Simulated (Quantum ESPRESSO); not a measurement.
P under changes of volume

One of the cells (20.458 Å³/atom); the others are scaled copies at fixed shape and fractional positions:

```
P
1.0
     1.64774   -5.46504    0.00000
     1.64774    5.46504    0.00000
     0.00000    0.00000    4.54364
P
4
Direct
  0.90414 0.09586 0.58882
  0.09586 0.90414 0.41118
  0.59586 0.40414 0.08882
  0.40414 0.59586 0.91118
```

| Quantity | Value |
| --- | --- |
| Program | Quantum ESPRESSO 7.5 |
| Functional | LDA |
| Potentials or basis | PseudoDojo 0.4.1 SR LDA standard |
| Cutoff | 653 eV |
| Density cutoff | 2612 eV |
| k mesh | 8 × 8 × 6 |
| Occupations | fermi-dirac, width 0.05 eV |
| Spin | no spin polarisation |

```tsv
volume (Å³/atom)	energy over the lowest point (meV/atom)	pressure (GPa)	gap on the mesh (eV)	largest force (eV/Å)
19.230	4.43	2.7	0.07	0.706
19.639	0.00	0.8	0.06	0.509
20.049	0.01	-0.8	0.04	0.329
20.458	4.01	-2.3	0.02	0.174
20.867	11.57	-3.6	0.01	0.103
21.276	?	?	?	?
21.685	35.95	-5.9	0.09	0.325
```

Q: What does the run at 21.276 Å³/atom give?

A: Energy over the lowest point 22.33 meV/atom; pressure -4.8 GPa; gap on the mesh 0.05 eV; largest force 0.198 eV/Å.

Worked out: A Birch-Murnaghan fit of order 3 (a polynomial in V^(-2/3)) to the other rows has its minimum at 19.84 Å³/atom with B0 = V·E''(V) = 80 GPa and B' = 4.3 at fixed shape and positions, which overstates the stiffness. It gives 22.33 meV/atom at 21.276 Å³/atom, against the run's 22.33, and -dE/dV = -4.8 GPa, against -4.8.

Energies are extrapolated to zero smearing.

A mesh can miss the band edges.
